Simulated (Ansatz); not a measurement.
# CaF₂: a jump of H

Computed with Ansatz 0.2.0, DFT PBE, scalar-relativistic, plane waves, PAW. (420 eV cutoff, 2×2×2 k-mesh, Gaussian smearing of 0.02 eV, no spin polarisation)

Host crystal, relaxed:

```xyz
3
Lattice="0.0000 2.7559 2.7559 2.7559 0.0000 2.7559 2.7559 2.7559 0.0000" Properties=species:S:1:pos:R:3 pbc="T T T"
Ca    0.0000    0.0000    0.0000
F     4.1338    4.1338    4.1338
F     1.3779    1.3779    1.3779
```

In a supercell of 24 host sites with charge +1, interstitial H hops to an equivalent place, moving 1.94 Å between the relaxed ends. Climbing-image nudged elastic band at fixed cell with images 0 (start) to 6 (end), the path measured over all atoms, converged to 0.05 eV/Å; the order of the saddle wasn't checked, and the small cell leaves errors of about a tenth of an eV. Zero-point motion and tunnelling, which matter for H, are left out.

Supercell rows in host cell vectors: 0 -2 2; 0 0 2; -2 0 2. H was set at (0.500, 0.500, 0.500) of the host cell.

At the relaxed start H has 1 F at 1.13 Å, 1 F at 1.14 Å, 2 Ca at 2.20 Å.

(1) How high is the barrier, and where does the atom pass?

Answers

(1) 0.49 eV at image 3, where H has 1 F at 0.98 Å, 2 F at 1.80 Å, 1 Ca at 2.29 Å, 2 Ca at 2.50 Å, 1 F at 2.56 Å, 1 F at 3.07 Å.

Cost: 1 run of about 31 core-minutes, on Intel Xeon Processor @ 2.50GHz (Skylake/Cascade Lake) (shared hosts).